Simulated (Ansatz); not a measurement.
**Aluminium, simple cubic under revPBE: structure, energy and stiffness**

What does revPBE give for aluminium in the simple cubic structure? We relax it, solve it on a dense k-mesh, then scale the cell to 7 volumes from 88 to 112 % of the relaxed one and try a fit of the equation of state. Spin polarisation is left out. The k-meshes are 12×12×12 for the relaxation; 19×19×19 for the dense run; 13×13×13 for the volumes.

This is Al in the simple cubic structure; at room conditions it is fcc.

Program: Ansatz 0.2.0. Level of theory: DFT revPBE, plane waves (420 eV) with PAW, scalar-relativistic; PBE-made PAW files. These are calculated values, not measurements.

## (1) The structure to begin with

It takes space group Pm-3m (No. 221, cubic). The conventional cell has a = 2.617 Å, b = 2.617 Å, c = 2.617 Å, α = 90.00°, β = 90.00°, γ = 90.00°. Al (site symmetry m-3m) is surrounded by 6 Al at 2.62 Å.

Coordinates:

```xyz
1
Lattice="2.6174 0.0000 0.0000 0.0000 2.6174 0.0000 0.0000 0.0000 2.6174" Properties=species:S:1:pos:R:3 pbc="T T T"
Al    0.0000    0.0000    0.0000
```

## (2) Geometry optimisation

File input.yaml:

```yaml
crystal:
  lattice:
    - [2.6173666896, 0.0, 0.0]
    - [0.0, 2.6173666896, 0.0]
    - [0.0, 0.0, 2.6173666896]
  atoms:
    - { symbol: Al, position: [0.0, 0.0, 0.0] }
hamiltonian:
  xc: revpbe
  pseudopotentials:
    kind: paw
    azcp:
      Al: "pseudopotentials/Al.paw.azcp"
basis:
  ecutwfc: 420
  fft_grid_basis: typed
kpoints:
  mp_grid: { grid: [12, 12, 12], shift: [0, 0, 0] }
magnetization:
  spin_polarized: false
scf:
  occupations: { method: fermi_dirac, width: 0.1 }
relax:
  max_steps: 60
  f_tol: 0.01
  cell: {}
```

What it wrote:

```text
Warning: RAYON_NUM_THREADS=2 ignored (pool sized by the plan → 2); use --threads N
Engine: ansatz 0.2.0, aarch64-unknown-linux-gnu
Pseudopotentials: kind: paw
Pseudopotential: Al, paw, valence charge 3, recommended cutoff 420 eV (normal), <dir>
Functional definition: revPBE
  parameter kappa = 1.245
  parameter beta = 0.06672455060314922
  exchange = pbe_x(kappa = kappa, mu = beta*pi^2/3)
  correlation = pbe_c(beta = beta)
Crystal: 1 atoms, lattice volume = 17.931 Å³
Basis set: ecut = 420 eV, 365 PW (Γ), exchange–correlation on 36×36×36 points (8 copies of the dense FFT grid, shifted against one another)
Bands: 6, of which v1, the nominal top of the filled ones, is band 2 counted from 1 (1 counted from 0)
Symmetry: 48 space group operations
Space group: Pm-3m (ITA 221), of the structure as read, at distance tolerance 2.6e-5 Å
k-points: 84 of 1728
Non-local potential: Al, projectors of the file, l = 0: 2, l = 1: 2, l = 2: 1
PAW form: soft (Blöchl's): semilocal exchange-correlation on the pseudo side does not see the compensation charge
PAW frozen core: Al, regenerated for the run's functional, and the local potential with it (the file was generated under x = pbe(κ = 0.804, μ = 0.2195149727645171), c = pbe(β = 0.06672455060314922))
PAW one-centre angular grid: Al, 110 points (default); XC on 64 Gauss nodes
Initial density: superposition of atomic densities (neutral atoms: chi_scale 0, normalization atom), corrected by the library's trained network
Initial wavefunctions: pseudopotential atomic-orbital guess
Functional: x = revpbe(κ = 1.245, μ = 0.2195149727645171), c = pbe(β = 0.06672455060314922)
SCF iter   1: F=—  HF=-539.191145 eV  |F-HF|=—  |Δ(HF+E_count)|=         —  Δρ=3.02e-3  dr2=2.23e-3  ethr=1.77e-3  ⟨swp⟩=4.8  Hψ=4504  notcnv=0
preconditioner: auto → none  [metal: Δε(μ)=0.109 eV  Ē_g=12.785 eV  σ=0.100 eV  W_gap=0.27  n_scr=0 (ndim 8)  ℏωp=15.2 eV  f_vac=0.000  D(μ)=0.39/eV (n_scr^D=0)]
SCF iter   2: F=—  HF=-539.190579 eV  |F-HF|=—  |Δ(HF+E_count)|=   5.67e-4  Δρ=1.36e-3  dr2=4.41e-4  ethr=7.42e-5  ⟨swp⟩=1.0  Hψ=1176  notcnv=0
SCF iter   3: F=—  HF=-539.190460 eV  |F-HF|=—  |Δ(HF+E_count)|=   1.19e-4  Δρ=4.75e-5  dr2=2.25e-7  ethr=1.47e-5  ⟨swp⟩=1.9  Hψ=667  notcnv=0
SCF iter   4: F=—  HF=-539.190464 eV  |F-HF|=—  |Δ(HF+E_count)|=   4.60e-6  Δρ=1.14e-5  dr2=1.99e-8  ethr=7.51e-9  ⟨swp⟩=2.0  Hψ=680  notcnv=0
iter 5 did not close the SCF: its close was put off for the readings that it lacked (scf_convergence_deferred on its scf_iter line)
SCF iter   5: F=-539.190464 eV  HF=-539.190464 eV  |F-HF|=1.58e-10  |Δ(HF+E_count)|=   1.03e-8  Δρ=1.22e-6  dr2=2.06e-10  ethr=6.65e-10  ⟨swp⟩=1.9  Hψ=669  notcnv=0
SCF iter   6: F=-539.190464 eV  HF=-539.190464 eV  |F-HF|=1.59e-12  |Δ(HF+E_count)|=  1.76e-10  Δρ=9.60e-8  dr2=6.60e-13  ethr=6.85e-12  ⟨swp⟩=1.0  Hψ=1404  notcnv=0
SCF 1 converged in 6 iterations: F = -539.190464 eV  dr2 = 6.60e-13
relax step   1: F+E_penalty+E_count = -539.19046437 eV  Δ(F+E_penalty+E_count) = +0.000e0 eV  max|allowed force component| = 0.000e0 eV/Å  Δτ_max = 0.0000 Å  P = +9.610 GPa  Ω = 17.931 Å³  (6 SCF iters, dr2 threshold 1.00e-7 eV, accepted)
Crystal: 1 atoms, lattice volume = 19.940 Å³
Basis set: ecut = 420 eV, 389 PW (Γ), exchange–correlation on 36×36×36 points (8 copies of the dense FFT grid, shifted against one another)
Initial density: handed on by an earlier stage of this run
Initial wavefunctions: those handed on with the density
iter 1 solved again at ethr=1.91e-5 eV; its pass at ethr=3.10e-3 eV (dr2=5.72e-4 eV) is discarded
SCF iter   1: F=—  HF=-539.255511 eV  |F-HF|=—  |Δ(HF+E_count)|=         —  Δρ=1.76e-3  dr2=5.80e-4  ethr=1.91e-5  ⟨swp⟩=1.0  Hψ=5305  notcnv=0
preconditioner: auto → none  [metal: Δε(μ)=0.097 eV  Ē_g=12.006 eV  σ=0.100 eV  W_gap=0.24  n_scr=0 (ndim 8)  ℏωp=14.4 eV  f_vac=0.000  D(μ)=0.48/eV (n_scr^D=0)]
SCF iter   2: F=—  HF=-539.254789 eV  |F-HF|=—  |Δ(HF+E_count)|=   7.22e-4  Δρ=8.94e-4  dr2=1.44e-4  ethr=1.91e-5  ⟨swp⟩=1.0  Hψ=506  notcnv=0
SCF iter   3: F=—  HF=-539.254579 eV  |F-HF|=—  |Δ(HF+E_count)|=   2.10e-4  Δρ=2.68e-5  dr2=1.40e-7  ethr=4.78e-6  ⟨swp⟩=1.9  Hψ=609  notcnv=0
SCF iter   4: F=—  HF=-539.254460 eV  |F-HF|=—  |Δ(HF+E_count)|=   1.19e-4  Δρ=6.51e-6  dr2=7.41e-9  ethr=3.33e-9  ⟨swp⟩=3.8  Hψ=1146  notcnv=0
SCF iter   5: F=-539.254460 eV  HF=-539.254460 eV  |F-HF|=1.89e-11  |Δ(HF+E_count)|=   3.12e-9  Δρ=9.58e-7  dr2=1.93e-10  ethr=2.47e-10  ⟨swp⟩=1.6  Hψ=1389  notcnv=0
SCF 2 converged in 5 iterations: F = -539.254460 eV  dr2 = 1.93e-10
relax step   2: F+E_penalty+E_count = -539.25445958 eV  Δ(F+E_penalty+E_count) = -6.400e-2 eV  max|allowed force component| = 0.000e0 eV/Å  Δτ_max = 0.0000 Å  P = +1.424 GPa  Ω = 19.940 Å³  energy of the carried Pulay correction = -5.479e-4 eV  (5 SCF iters, dr2 threshold 1.00e-7 eV, accepted)
Crystal: 1 atoms, lattice volume = 20.337 Å³
iter 1 solved again at ethr=4.54e-7 eV; its pass at ethr=3.10e-3 eV (dr2=1.36e-5 eV) is discarded
SCF iter   1: F=—  HF=-539.256578 eV  |F-HF|=—  |Δ(HF+E_count)|=         —  Δρ=2.96e-4  dr2=1.73e-5  ethr=4.54e-7  ⟨swp⟩=2.0  Hψ=5006  notcnv=0
preconditioner: auto → none  [metal: Δε(μ)=0.088 eV  Ē_g=11.865 eV  σ=0.100 eV  W_gap=0.21  n_scr=0 (ndim 8)  ℏωp=14.3 eV  f_vac=0.000  D(μ)=0.49/eV (n_scr^D=0)]
SCF iter   2: F=—  HF=-539.256421 eV  |F-HF|=—  |Δ(HF+E_count)|=   1.57e-4  Δρ=1.51e-4  dr2=4.25e-6  ethr=4.54e-7  ⟨swp⟩=1.6  Hψ=563  notcnv=0
SCF iter   3: F=-539.256415 eV  HF=-539.256415 eV  |F-HF|=3.01e-9  |Δ(HF+E_count)|=   6.08e-6  Δρ=4.15e-6  dr2=2.89e-9  ethr=3.33e-9  ⟨swp⟩=2.8  Hψ=1580  notcnv=0
SCF 3 converged in 3 iterations: F = -539.256415 eV  dr2 = 2.89e-9
relax step   3: F+E_penalty+E_count = -539.25641489 eV  Δ(F+E_penalty+E_count) = -1.955e-3 eV  max|allowed force component| = 0.000e0 eV/Å  Δτ_max = 0.0000 Å  P = +0.257 GPa  Ω = 20.337 Å³  energy of the carried Pulay correction = -6.492e-4 eV  (3 SCF iters, dr2 threshold 1.00e-7 eV, accepted)
Crystal: 1 atoms, lattice volume = 20.426 Å³
iter 1 solved again at ethr=2.31e-8 eV; its pass at ethr=3.10e-3 eV (dr2=6.94e-7 eV) is discarded
SCF iter   1: F=—  HF=-539.256607 eV  |F-HF|=—  |Δ(HF+E_count)|=         —  Δρ=6.68e-5  dr2=8.72e-7  ethr=2.31e-8  ⟨swp⟩=2.0  Hψ=4882  notcnv=0
preconditioner: auto → none  [metal: Δε(μ)=0.086 eV  Ē_g=11.833 eV  σ=0.100 eV  W_gap=0.21  n_scr=0 (ndim 8)  ℏωp=14.2 eV  f_vac=0.000  D(μ)=0.50/eV (n_scr^D=0)]
SCF iter   2: F=—  HF=-539.256467 eV  |F-HF|=—  |Δ(HF+E_count)|=   1.40e-4  Δρ=3.47e-5  dr2=2.15e-7  ethr=2.31e-8  ⟨swp⟩=2.0  Hψ=630  notcnv=0
SCF iter   3: F=-539.256466 eV  HF=-539.256466 eV  |F-HF|=5.25e-10  |Δ(HF+E_count)|=   2.59e-7  Δρ=1.87e-6  dr2=3.33e-10  ethr=3.33e-9  ⟨swp⟩=3.7  Hψ=1121  notcnv=0
SCF 4 converged in 3 iterations: F = -539.256466 eV  dr2 = 3.33e-10
relax step   4: F+E_penalty+E_count = -539.25646638 eV  Δ(F+E_penalty+E_count) = -5.149e-5 eV  max|allowed force component| = 0.000e0 eV/Å  Δτ_max = 0.0000 Å  P = +0.009 GPa  Ω = 20.426 Å³  energy of the carried Pulay correction = -6.718e-4 eV  (3 SCF iters, dr2 threshold 1.00e-7 eV, accepted)
Basis set: ecut = 420 eV, 389 PW (Γ), exchange–correlation on 40×40×40 points (8 copies of the dense FFT grid, shifted against one another)
Initial wavefunctions: pseudopotential atomic-orbital guess (no wavefunctions were taken with the density)
iter 1 solved again at ethr=2.45e-8 eV; its pass at ethr=3.10e-3 eV (dr2=7.34e-7 eV) is discarded
SCF iter   1: F=—  HF=-539.257782 eV  |F-HF|=—  |Δ(HF+E_count)|=         —  Δρ=1.10e-4  dr2=2.37e-7  ethr=2.45e-8  ⟨swp⟩=2.9  Hψ=5969  notcnv=0
SCF iter   2: F=—  HF=-539.257835 eV  |F-HF|=—  |Δ(HF+E_count)|=   5.30e-5  Δρ=5.60e-5  dr2=5.99e-8  ethr=7.90e-9  ⟨swp⟩=2.0  Hψ=631  notcnv=0
SCF iter   3: F=—  HF=-539.257837 eV  |F-HF|=—  |Δ(HF+E_count)|=   1.35e-6  Δρ=2.35e-6  dr2=8.03e-10  ethr=2.00e-9  ⟨swp⟩=2.0  Hψ=636  notcnv=0
SCF iter   4: F=-539.257837 eV  HF=-539.257837 eV  |F-HF|=6.82e-12  |Δ(HF+E_count)|=  9.04e-10  Δρ=2.35e-7  dr2=7.62e-12  ethr=1.00e-12  ⟨swp⟩=3.0  Hψ=1658  notcnv=0
SCF 5 converged in 4 iterations: F = -539.257837 eV  dr2 = 7.62e-12
relax step   5: F+E_penalty+E_count = -539.25783663 eV  Δ(F+E_penalty+E_count) = -1.370e-3 eV  max|allowed force component| = 0.000e0 eV/Å  Δτ_max = 0.0000 Å  P = +0.106 GPa  Ω = 20.426 Å³  stress off target by 1.06e-1 GPa  SCF on the basis re-selected at this cell (its energy is not comparable with the rows above)  (4 SCF iters)
basis re-selected at this cell: Δ(F+E_penalty+E_count) = -1.370e-3 eV, ΔP = +0.097 GPa vs the last step (what re-selecting the basis moved, of the pressure what is left beyond the Pulay correction that the steps carried, after the strain that the cell walked since its last selection, with what the two solves' SCF thresholds leave and, on support functions, any second-order correction that the steps lacked; it is no measure of the basis error at this ecutwfc). The dense FFT grid was sized anew with the basis: this SCF ran on 20×20×20 points, the steps before it on 18×18×18, so part of this shift can come from that change (see relax.cell in the input reference). This SCF's stress stands 1.06e-1 GPa from its target on what of the cell is left free (relax.cell.stress_tol is 5.00e-2 GPa) and its largest allowed force component is 0.00e0 eV/Å (relax.f_tol is 1.00e-2 eV/Å): not within both, so this SCF does not close the relaxation
Crystal: 1 atoms, lattice volume = 20.465 Å³
iter 1 solved again at ethr=3.84e-9 eV; its pass at ethr=3.10e-3 eV (dr2=1.15e-7 eV) is discarded
SCF iter   1: F=—  HF=-539.257787 eV  |F-HF|=—  |Δ(HF+E_count)|=         —  Δρ=2.78e-5  dr2=1.45e-7  ethr=3.84e-9  ⟨swp⟩=2.0  Hψ=4872  notcnv=0
preconditioner: auto → none  [metal: Δε(μ)=0.085 eV  Ē_g=11.820 eV  σ=0.100 eV  W_gap=0.21  n_scr=0 (ndim 8)  ℏωp=14.2 eV  f_vac=0.000  D(μ)=0.50/eV (n_scr^D=0)]
SCF iter   2: F=—  HF=-539.257837 eV  |F-HF|=—  |Δ(HF+E_count)|=   5.01e-5  Δρ=1.41e-5  dr2=3.90e-8  ethr=3.84e-9  ⟨swp⟩=2.0  Hψ=632  notcnv=0
SCF iter   3: F=-539.257837 eV  HF=-539.257837 eV  |F-HF|=1.22e-10  |Δ(HF+E_count)|=   5.47e-8  Δρ=1.52e-6  dr2=4.43e-10  ethr=9.44e-10  ⟨swp⟩=3.6  Hψ=1108  notcnv=0
SCF 6 converged in 3 iterations: F = -539.257837 eV  dr2 = 4.43e-10
relax step   6: F+E_penalty+E_count = -539.25783684 eV  Δ(F+E_penalty+E_count) = -2.139e-7 eV  max|allowed force component| = 0.000e0 eV/Å  Δτ_max = 0.0000 Å  P = +0.002 GPa  Ω = 20.465 Å³  energy of the carried Pulay correction = -1.287e-5 eV  (3 SCF iters, dr2 threshold 2.83e-8 eV, accepted)
iter 1 solved again at ethr=1.45e-8 eV; its pass at ethr=3.10e-3 eV (dr2=4.36e-7 eV) is discarded
SCF iter   1: F=—  HF=-539.257800 eV  |F-HF|=—  |Δ(HF+E_count)|=         —  Δρ=4.42e-6  dr2=2.43e-9  ethr=1.45e-8  ⟨swp⟩=3.1  Hψ=6016  notcnv=0
SCF iter   2: F=—  HF=-539.257850 eV  |F-HF|=—  |Δ(HF+E_count)|=   5.03e-5  Δρ=9.14e-7  dr2=3.99e-11  ethr=8.09e-11  ⟨swp⟩=2.1  Hψ=661  notcnv=0
SCF iter   3: F=—  HF=-539.257850 eV  |F-HF|=—  |Δ(HF+E_count)|=  1.77e-10  Δρ=5.12e-7  dr2=1.10e-11  ethr=1.00e-12  ⟨swp⟩=4.5  Hψ=1228  notcnv=0
SCF iter   4: F=-539.257850 eV  HF=-539.257850 eV  |F-HF|=2.27e-13  |Δ(HF+E_count)|=  8.46e-11  Δρ=2.46e-8  dr2=1.52e-13  ethr=1.00e-12  ⟨swp⟩=4.6  Hψ=1257  notcnv=0
SCF 7 converged in 4 iterations: F = -539.257850 eV  dr2 = 1.52e-13
relax step   7: F+E_penalty+E_count = -539.25785002 eV  Δ(F+E_penalty+E_count) = -1.318e-5 eV  max|allowed force component| = 0.000e0 eV/Å  Δτ_max = 0.0000 Å  P = +0.003 GPa  Ω = 20.465 Å³  stress off target by 2.77e-3 GPa  SCF on the basis re-selected at this cell (its energy is not comparable with the rows above)  (4 SCF iters)
basis re-selected at this cell: Δ(F+E_penalty+E_count) = -1.318e-5 eV, ΔP = +0.000 GPa vs the last step (what re-selecting the basis moved, of the pressure what is left beyond the Pulay correction that the steps carried, after the strain that the cell walked since its last selection, with what the two solves' SCF thresholds leave and, on support functions, any second-order correction that the steps lacked; it is no measure of the basis error at this ecutwfc). This SCF's stress stands 2.77e-3 GPa from its target on what of the cell is left free (relax.cell.stress_tol is 5.00e-2 GPa) and its largest allowed force component is 0.00e0 eV/Å (relax.f_tol is 1.00e-2 eV/Å): within both
SCF converged after 4 iterations
Free energy (F): -539.257850 eV
Harris-Foulkes:  -539.257850 eV  (|F-HF|=2.27e-13)
Internal energy: -539.240970 eV  (E = F + TS)
E sigma→0 (E₀):  -539.249410 eV
Entropy (-TS):   -0.016880 eV (-16.880 meV/atom)
Fermi energy:    5.528767 eV
--- Per-component energies (eV) ---
  E_band       = 5.571415
  E_kinetic    = 20.696424
  E_local      = 4.348510  (includes V_loc(G=0)·N_el)
  E_nonlocal   = 10.558834
  E_hartree    = 0.432650
  E_xc         = -38.728219
  E_vxc        = -27.415061  (∫ρ·V_xc dr)
  E_paw        = -469.319750  (= ΣΔE_a)
  E_vpaw       = -3.482592  (= ΣTr[D̂ρ^β])
  E_aug_tail   = -0.000001  (compensation charges beyond the density's cutoff)
  E_ewald      = -67.215058
  E_core_change = -0.014361  (= ΣΔE_core)
  E_smearing   = -0.016880  (= −TS)
  E_closure    = 0.000000  (closes the sum)
  Σ components = -539.257850   (vs F -539.257850, Δ=0.00e0)
--- Forces (eV/Å), atoms counted from 1 ---
  atom   1  Al    -0.00000000    -0.00000000    -0.00000000
  max |Σ_I F_I| component: 2.25e-34 eV/Å
--- Stress (GPa, compression-positive) ---
        0.002771      -0.000000      -0.000000
       -0.000000       0.002771      -0.000000
       -0.000000      -0.000000       0.002771
  P = ⅓ Tr σ = 0.0028 GPa (0.028 kbar)
--- Relaxed structure (5 steps of the walk, 5 accepted, 2 SCFs on fresh bases) ---
  F+E_penalty+E_count = -539.25785002 eV   max|allowed force component| = 0.000e0 eV/Å   (the final SCF, on the basis selected at the relaxed cell)
  cell:  # Å, volume = 20.4648 Å³
    - [2.735285150721197, -1.0785207688568522e-32, -7.703719777548943e-34]
    - [-1.0785207688568522e-32, 2.735285150721197, -3.851859888774472e-34]
    - [0.0, -3.851859888774472e-34, 2.735285150721197]
  atoms:
    - { symbol: Al, position: [0.0, 0.0, 0.0] }
```

Wall time 2.6 s (2 threads of Arm Neoverse V1, shared host); peak memory 0.26 GiB.

The walk, from the log:

```tsv
step	energy change (meV/atom)	largest force (eV/Å)	pressure (GPa)	volume (Å³/atom)
1	0.00	0.0000	9.61	17.931
2	-64.00	0.0000	1.42	19.940
3	-65.95	0.0000	0.26	20.337
4	-66.00	0.0000	0.01	20.426
5	-67.37	0.0000	0.11	20.426
6	-67.37	0.0000	0.00	20.465
7	-67.39	0.0000	0.00	20.465
```

Steps that repeat a cell are solved on a basis chosen anew, so their changes of energy are no gain of the relaxation.

Changes in the cell that was computed:

|  | before | after | change |
| --- | --- | --- | --- |
| a (Å) | 2.617 | 2.735 | +4.5 % |
| b (Å) | 2.617 | 2.735 | +4.5 % |
| c (Å) | 2.617 | 2.735 | +4.5 % |
| volume (Å³/atom) | 17.931 | 20.465 | +14.1 % |
| shortest distance (Å) | 2.617 | 2.735 | +4.5 % |
| space group (spins left aside) | Pm-3m | Pm-3m | same |

## (3) The energy on a finer k-mesh

File input.yaml:

```yaml
crystal:
  lattice:
    - [2.7352851507, 0.0, 0.0]
    - [0.0, 2.7352851507, 0.0]
    - [0.0, 0.0, 2.7352851507]
  atoms:
    - { symbol: Al, position: [0.0, 0.0, 0.0] }
hamiltonian:
  xc: revpbe
  pseudopotentials:
    kind: paw
    azcp:
      Al: "pseudopotentials/Al.paw.azcp"
basis:
  ecutwfc: 420
  fft_grid_basis: typed
kpoints:
  mp_grid: { grid: [19, 19, 19], shift: [0, 0, 0] }
magnetization:
  spin_polarized: false
scf:
  occupations: { method: fermi_dirac, width: 0.1 }
```

What it wrote, cut to the lines that bear on the results:

```text
Warning: RAYON_NUM_THREADS=2 ignored (pool sized by the plan → 2); use --threads N
[...]
[... 3 set-up lines as earlier in the session ...]
[...]
Crystal: 1 atoms, lattice volume = 20.465 Å³
Basis set: ecut = 420 eV, 389 PW (Γ)
Bands: 6, of which v1, the nominal top of the filled ones, is band 2 counted from 1 (1 counted from 0)
[... 1 set-up line as earlier in the session ...]
Space group: Pm-3m (ITA 221), of the structure as read, at distance tolerance 2.7e-5 Å
k-points: 220 of 6859
[...]
SCF iter   1: F=—  HF=-539.259334 eV  |F-HF|=—  |Δ(HF+E_count)|=         —  Δρ=3.04e-3  dr2=2.84e-3  ethr=1.77e-3  ⟨swp⟩=4.6  Hψ=11738  notcnv=0
[...]
SCF iter   6: F=-539.258517 eV  HF=-539.258517 eV  |F-HF|=1.14e-13  |Δ(HF+E_count)|=  1.24e-10  Δρ=2.84e-8  dr2=1.29e-13  ethr=2.30e-12  ⟨swp⟩=1.0  Hψ=3652  notcnv=0
[...]
SCF converged after 6 iterations
Free energy (F): -539.258517 eV
[...]
E sigma→0 (E₀):  -539.249909 eV
Entropy (-TS):   -0.017216 eV (-17.216 meV/atom)
Fermi energy:    5.524419 eV
[...]
```

Run time: 1.5 s. Hardware: 2 threads of Arm Neoverse V1, shared host; peak memory 0.26 GiB.

## (4) The cell scaled to 88 % of its volume

File input.yaml:

```yaml
crystal:
  lattice:
    - [2.6211799172, 0.0, 0.0]
    - [0.0, 2.6211799172, 0.0]
    - [0.0, 0.0, 2.6211799172]
  atoms:
    - { symbol: Al, position: [0.0, 0.0, 0.0] }
hamiltonian:
  xc: revpbe
  pseudopotentials:
    kind: paw
    azcp:
      Al: "pseudopotentials/Al.paw.azcp"
basis:
  ecutwfc: 420
  fft_grid_basis: typed
kpoints:
  mp_grid: { grid: [13, 13, 13], shift: [0, 0, 0] }
magnetization:
  spin_polarized: false
scf:
  occupations: { method: fermi_dirac, width: 0.1 }
  lower_state_search: "off"
output:
  stress: true
```

What it wrote, cut to the lines that bear on the results:

```text
Warning: RAYON_NUM_THREADS=2 ignored (pool sized by the plan → 2); use --threads N
[...]
[... 3 set-up lines as earlier in the session ...]
[...]
Crystal: 1 atoms, lattice volume = 18.009 Å³
Basis set: ecut = 420 eV, 365 PW (Γ)
Bands: 6, of which v1, the nominal top of the filled ones, is band 2 counted from 1 (1 counted from 0)
[... 2 set-up lines as earlier in the session ...]
k-points: 84 of 2197
[...]
SCF iter   1: F=—  HF=-539.191898 eV  |F-HF|=—  |Δ(HF+E_count)|=         —  Δρ=2.92e-3  dr2=2.09e-3  ethr=1.77e-3  ⟨swp⟩=4.7  Hψ=4456  notcnv=0
[...]
SCF iter   6: F=-539.191260 eV  HF=-539.191260 eV  |F-HF|=4.55e-13  |Δ(HF+E_count)|=  7.00e-11  Δρ=2.94e-8  dr2=1.23e-13  ethr=2.00e-12  ⟨swp⟩=1.0  Hψ=1392  notcnv=0
[...]
SCF converged after 6 iterations
Free energy (F): -539.191260 eV
[...]
E sigma→0 (E₀):  -539.182987 eV
Entropy (-TS):   -0.016545 eV (-16.545 meV/atom)
Fermi energy:    6.694834 eV
[...]
--- Stress (GPa, compression-positive) ---
        9.346992       0.000000       0.000000
       -0.000000       9.346992       0.000000
        0.000000       0.000000       9.346992
  P = ⅓ Tr σ = 9.3470 GPa (93.470 kbar)
```

Wall time 0.52 s (2 threads of Arm Neoverse V1, shared host); peak memory 0.24 GiB.

## (5) The cell scaled to 92 % of its volume

Changes to input.yaml since step 4:

```diff
@@ -2,5 +2,5 @@
   lattice:
-    - [2.6211799172, 0.0, 0.0]
-    - [0.0, 2.6211799172, 0.0]
-    - [0.0, 0.0, 2.6211799172]
+    - [2.6603077741, 0.0, 0.0]
+    - [0.0, 2.6603077741, 0.0]
+    - [0.0, 0.0, 2.6603077741]
   atoms:
```

What it wrote, cut to the lines that bear on the results:

```text
Warning: RAYON_NUM_THREADS=2 ignored (pool sized by the plan → 2); use --threads N
[...]
[... 3 set-up lines as earlier in the session ...]
[...]
Crystal: 1 atoms, lattice volume = 18.828 Å³
Basis set: ecut = 420 eV, 365 PW (Γ)
Bands: 6, of which v1, the nominal top of the filled ones, is band 2 counted from 1 (1 counted from 0)
[... 2 set-up lines as earlier in the session ...]
k-points: 84 of 2197
[...]
SCF iter   1: F=—  HF=-539.229656 eV  |F-HF|=—  |Δ(HF+E_count)|=         —  Δρ=3.02e-3  dr2=2.42e-3  ethr=1.77e-3  ⟨swp⟩=4.7  Hψ=4444  notcnv=0
[...]
SCF iter   6: F=-539.228941 eV  HF=-539.228941 eV  |F-HF|=2.27e-13  |Δ(HF+E_count)|=  1.04e-10  Δρ=3.31e-8  dr2=1.59e-13  ethr=2.24e-12  ⟨swp⟩=1.0  Hψ=1391  notcnv=0
[...]
SCF converged after 6 iterations
Free energy (F): -539.228941 eV
[...]
E sigma→0 (E₀):  -539.220276 eV
Entropy (-TS):   -0.017329 eV (-17.329 meV/atom)
Fermi energy:    6.278177 eV
[...]
--- Stress (GPa, compression-positive) ---
        5.536859      -0.000000       0.000000
        0.000000       5.536859       0.000000
        0.000000       0.000000       5.536859
  P = ⅓ Tr σ = 5.5369 GPa (55.369 kbar)
```

Wall time 1.1 s (2 threads of Arm Neoverse V1, shared host); peak memory 0.24 GiB.

[end of part 1 of 2]
